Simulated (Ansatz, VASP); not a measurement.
## Zr in VASP and in Ansatz

```
Zr
1.0
     3.18585    0.00000    0.00000
    -1.59292    2.75903    0.00000
     0.00000    0.00000    5.11189
Zr
2
Direct
  0.33333 0.66667 0.25000
  0.66667 0.33333 0.75000
```

Alike in both runs: functional PBEsol; k mesh 18 × 18 × 8; occupations gaussian, width 0.1 eV; no spin polarisation.

Ansatz relaxed the structure, and its values are those at the end. VASP's run is a single point on that final structure, the one shown.

|  | VASP | Ansatz |
| --- | --- | --- |
| version | VASP 6.6.1 | Ansatz 0.2.0 |
| potentials or method | VASP PAW PBE potentials, release 64 (Zr_sv) | scalar-relativistic, plane waves, PAW |
| plane-wave cutoff (eV) | 520 | 420 |
| valence electrons in the cell | 24 | 24 |

```tsv
	VASP	Ansatz	Ansatz less VASP
gap on the k mesh at the Fermi level (eV)	none	none	-
pressure (GPa)	0.1	0.0	-0.07
```

A gap of «none» marks a metal or a gap that the smearing closes.

Caveats: the PAW data sets were made with another functional, which shifts forces and pressure a little (VASP).
